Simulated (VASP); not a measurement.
Input of a VASP 6.6.1 run:

File INCAR:

```
PREC     = Accurate       # precision mode
ENCUT    = 520            # plane-wave cutoff, eV
EDIFF    = 1E-6           # SCF threshold, eV
ISMEAR   = 0              # smearing method
SIGMA    = 0.05           # smearing width, eV
LREAL    = False          # projectors in reciprocal space
LASPH    = True           # aspherical terms in the spheres
NELM     = 100            # most SCF steps
ALGO     = Fast           # electronic algorithm
ISIF     = 2              # what is computed and relaxed
LWAVE    = False          # write WAVECAR
LCHARG   = False          # write CHGCAR
GGA      = PS             # functional
NBANDS   = 11             # bands
```

KPOINTS

```
regular mesh
0
Gamma
  15 15 15
```

Contents of POSCAR:

```
C
1.0
    1.2280263465      0.7090013417      3.5143613814
   -1.2280263465      0.7090013417      3.5143613814
    0.0000000000     -1.4180026834      3.5143613814
C
2
Direct
    0.1640000000      0.1640000000      0.1640000000
    0.8360000000      0.8360000000      0.8360000000
```

Potentials or basis: VASP PAW PBE potentials, release 64 (C).

Launch:

```bash
$ cat potpaw_PBE.64/C/POTCAR > POTCAR
$ mpirun -np 1 vasp_std > vasp.out
```

Task: What does it give for the band gap on the k mesh?

Result: 0.58 eV, direct.

Task: Predict the pressure.

Result: 1.5 GPa.

Stress tensor (GPa, compression positive):
```
 2.36  0.00  0.00
 0.00  2.36  0.00
 0.00  0.00 -0.35
```

Caveat: the PAW data sets were made with another functional, which shifts forces and pressure a little; an odd mesh through Γ misses points on the zone boundary, where band edges often lie.
